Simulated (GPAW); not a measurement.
A run of GPAW 26.7.0:

File run.py:

```python
from ase.dft.bandgap import bandgap
from ase.io import write
from ase.spacegroup import crystal
from ase.units import GPa
from gpaw import GPAW, PW

# Ga 2e
atoms = crystal(['Ga'],
                basis=[[0.13459627, 0.75, 0.77016683]],
                spacegroup=11, setting=1,  # P2_1/m
                cellpar=[2.77842208, 3.28160879, 4.21035475, 90.0, 108.60716858, 90.0],
                primitive_cell=True)

calc = GPAW(mode=PW(450),
            xc='PBE',
            kpts={'size': (8, 7, 6), 'gamma': True},
            occupations={'name': 'fermi-dirac', 'width': 0.05},
            nbands=10,
            maxiter=120,
            txt='gpaw.txt')
atoms.calc = calc
energy = atoms.get_potential_energy()
forces = atoms.get_forces()
stress = atoms.get_stress()
calc.write('gs.gpw')
write('result.traj', atoms)
print(f'Energy: {energy:.6f} eV')
print('Forces (eV/A):')
print(forces.round(4))
print('Stress (GPa):', (stress / GPa).round(3))
print('Fermi level:', round(calc.get_fermi_level(), 4), 'eV')
print(f'Gap: {bandgap(calc)[0]:.4f} eV, direct: {bandgap(calc, direct=True)[0]:.4f} eV')
```

Potentials or basis: GPAW PAW data sets (gpaw-data 1.2.1), pw.

The run is started by

```console
$ OMP_NUM_THREADS=1 python run.py
```

Hardware: 1 thread of Arm Neoverse V2 (shared host).

Estimate the wall time of this run.

It took 14 s on 1 thread of Arm Neoverse V2, with other jobs on the host, peak memory 0.16 GiB. Counts: scf iterations 7, plane waves 800, bands 10, k points 170.
